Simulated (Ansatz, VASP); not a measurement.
One calculation of Ag, two programs

The input INCAR:

```
SYSTEM = Ag
PREC = Accurate ; ENCUT = 520
EDIFF = 1E-7 ; ISMEAR = -1
SIGMA = 0.1 ; LREAL = .FALSE.
LASPH = .TRUE. ; NELM = 100
ALGO = Normal ; ISIF = 2
LWAVE = .FALSE. ; LCHARG = .FALSE.
GGA = RP ; NBANDS = 18
```

Contents of KPOINTS:

```
Automatic mesh
0
G
  10 10 10
  0 0 0
```

The input POSCAR:

```
Ag
1.0
    0.0000000000      3.0554291468      3.0554291468
    3.0554291468      0.0000000000      3.0554291468
    3.0554291468      3.0554291468      0.0000000000
Ag
2
Direct
    0.1250000000      0.1250000000      0.1250000000
    0.8750000000      0.8750000000      0.8750000000
```

Input for Ansatz:

```yaml
crystal:
  lattice:
    - [0.0, 3.0554291468, 3.0554291468]
    - [3.0554291468, 0.0, 3.0554291468]
    - [3.0554291468, 3.0554291468, 0.0]
  atoms:
    - { symbol: Ag, position: [0.125, 0.125, 0.125] }
    - { symbol: Ag, position: [0.875, 0.875, 0.875] }
hamiltonian:
  xc: rpbe
  pseudopotentials:
    kind: paw
    azcp:
      Ag: "pseudopotentials/Ag.paw.azcp"
basis:
  ecutwfc: 420
  fft_grid_basis: typed
kpoints:
  mp_grid: { grid: [10, 10, 10], shift: [0, 0, 0] }
magnetization:
  spin_polarized: false
scf:
  occupations: { method: fermi_dirac, width: 0.1 }
  lower_state_search: "off"
output:
  stress: true
  write_density: true
  write_potential: true
  elf: true
  volumetric_format: npy
```

Alike in both runs: task single point; functional RPBE; k mesh 10 × 10 × 10; occupations fermi-dirac, width 0.1 eV; no spin polarisation.

|  | VASP | Ansatz |
| --- | --- | --- |
| version | VASP 6.6.1 | Ansatz 0.2.0 |
| potentials or method | VASP PAW PBE potentials, release 64 (Ag) | plane waves (420 eV) with PAW, scalar-relativistic |
| plane-wave cutoff (eV) | 520 | 420 |
| valence electrons in the cell | 22 | 38 |

|  | VASP | Ansatz | Ansatz less VASP |
| --- | --- | --- | --- |
| pressure (GPa) | 4.0 | 4.0 | +0.06 |

The functional is the same, so the differences come from potentials, cutoffs and numerics. The two sets of potentials don't hold the same shells in valence.

Caveats: the PAW data sets were made with another functional, which shifts forces and pressure a little (VASP).
